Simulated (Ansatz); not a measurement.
Au: single point with PBE

Au:

```
Au
1.0
     1.41131   -2.55593    0.00000
     1.41131    2.55593    0.00000
     0.00000    0.00000    4.89317
Au
2
Direct
  0.33425 0.65236 0.25193
  0.65276 0.31258 0.74169
```

This isn't the form of Au at room conditions, which is fcc.

The cell isn't the ideal one: atoms moved at random, drawn with an rms of 0.05 Å.

- Program: Ansatz 0.2.0
- Task: single point
- Functional: PBE
- Potentials or basis: all-electron LAPW, scalar-relativistic
- Cutoff: 261 eV (chosen from the basis error)
- Basis error allowed: 0.001 eV/atom
- k mesh: 11 × 11 × 6
- Occupations: fermi-dirac, width 0.05 eV
- Spin: no spin polarisation

The pressure is 3.4 GPa and the largest force is 0.317 eV/Å. The band gap on the k mesh is none (metal or under the smearing width).

Forces on the atoms (eV/Å):
```
Au  -0.011 -0.027 -0.316
Au   0.011  0.027  0.316
```

Stress tensor (GPa, compression positive):
```
6.26 0.06 0.09
0.06 1.73 0.05
0.09 0.05 2.09
```

Levels at points of the mesh, in eV from the Fermi level:
| k point | band 39 | band 40 | band 41 | band 42 | band 43 | band 44 | band 45 | band 46 | band 47 | band 48 |
| --- | --- | --- | --- | --- | --- | --- | --- | --- | --- | --- |
| (0.00, 0.00, 0.00) | -3.83 | -3.47 | -3.25 | -2.16 | -2.06 | -1.01 | 2.43 | 14.53 | 15.53 | 16.68 |
| (0.00, 0.00, -0.50) | -4.14 | -4.14 | -2.70 | -2.56 | -2.52 | -2.41 | 9.89 | 10.58 | 14.84 | 14.91 |

Run time: 85 s on 1 thread of Intel(R) Xeon(R) 6975P-C (Granite Rapids), with other jobs on the host, peak memory 1.3 GiB.

Spin-orbit coupling is left out, which matters for the levels of Au.
